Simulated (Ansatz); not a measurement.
Bulk crystal (ZrN) after relaxation:

```
Zr N
1.0
     0.00000    2.27609    2.27609
     2.27609    0.00000    2.27609
     2.27609    2.27609    0.00000
Zr N
1 1
Direct
  0.00000 0.00000 0.00000
  0.50000 0.50000 0.50000
```

Miller indices refer to the conventional cell of Fm-3m (No. 225), a = 4.552 Å, b = 4.552 Å, c = 4.552 Å, α = 90.00°, β = 90.00°, γ = 90.00°.

All numbers below come from Ansatz, DFT PBEsol, scalar-relativistic, plane waves, PAW. Cutoff 420 eV, Gaussian smearing of 0.10 eV, no spin polarisation. A dipole correction acts along the normal.

The slab isn't stoichiometric, so its surface energy depends on the chemical potentials; it is given with the excess atoms taken from the element's standard state, a limit at which the compound may itself be unstable, so the figure can be too low. The work function read from the bulk's Fermi level differs by 0.19 eV, so the slab's middle doesn't match the bulk reference (too thin, or relaxed to another structure or magnetic state).

A relaxed slab with low-index faces, about a nanometre thick, has these properties:

```yaml
Surface_energy_with_the_excess_atoms_taken_from_the_elements: 1.09 J/m²
Work_function: 6.21 eV
```

Task: Which low-index plane was cut, and which atoms end it?

Result: The (111) plane, with N in the top plane and N in the bottom one as cut, before relaxation. The planes from bottom to top: N, Zr, N, Zr, N, Zr, N, Zr, N, Zr, N.

Spin polarisation was left out, and a magnetic state may lie lower.